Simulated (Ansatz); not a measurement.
A relaxed 1×1 slab of 5 planes, cut along (111) from a fcc crystal of one element, has a cell area of 6.49 Å² and a bulk spacing of 2.235 Å between its first planes. All-electron LAPW in Ansatz 0.2.0 (PBE, scalar-relativistic, no spin polarisation) gives γ = 0.54 J/m², Φ = 4.22 eV and a change of the outer spacing of -4.3 %. The fcc structure needn't be the element's own.

Question: Which element is it?

Answer: Si. Neighbours weren't tried against these numbers.
